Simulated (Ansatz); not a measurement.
SnSe:

```
Sn Se
1.0
     0.00000    3.01000    3.01000
     3.01000    0.00000    3.01000
     3.01000    3.01000    0.00000
Sn Se
1 1
Direct
  0.00000 0.00000 0.00000
  0.50000 0.50000 0.50000
```

Measurements of this composition are mostly on another form, of space group No. 62.

| Item | Value |
| --- | --- |
| Program | Ansatz 0.2.0 |
| Task | relaxation of cell and atoms |
| Functional | PBEsol |
| Potentials or basis | Ansatz PAW |
| Cutoff | 420 eV (not typed: the program's choice for these potentials) |
| k mesh | 8 × 8 × 8 |
| Occupations | fermi-dirac, width 0.05 eV |
| Spin | no spin polarisation |

At the start: volume 27.27 Å³/atom.

Question: Where does the relaxation end?

Answer: It ends after 5 steps and the volume is 26.27 Å³/atom (-3.7 %); space group Fm-3m (No. 225, to 0.05 Å).

The path:
```tsv
step	energy change (eV)	largest force (eV/Å)	volume (Å³)
1	0.0000	0.0000	54.54
2	-0.0103	0.0000	51.65
3	-0.0128	0.0000	52.60
4	-0.0128	0.0000	52.54
5	-0.0125	0.0000	52.54
```

Final structure:
```xyz
2
Lattice="0.0000 2.9728 2.9728 2.9728 0.0000 2.9728 2.9728 2.9728 0.0000" Properties=species:S:1:pos:R:3 pbc="T T T"
Sn    0.0000    0.0000    0.0000
Se    2.9728    2.9728    2.9728
```

Caveat: the plane-wave basis is chosen anew once the cell has moved, so the energies of steps on either side of that aren't comparable; the PAW data sets come from PBE, with cores solved anew for the run's functional, which leaves a small shift of forces and pressure.
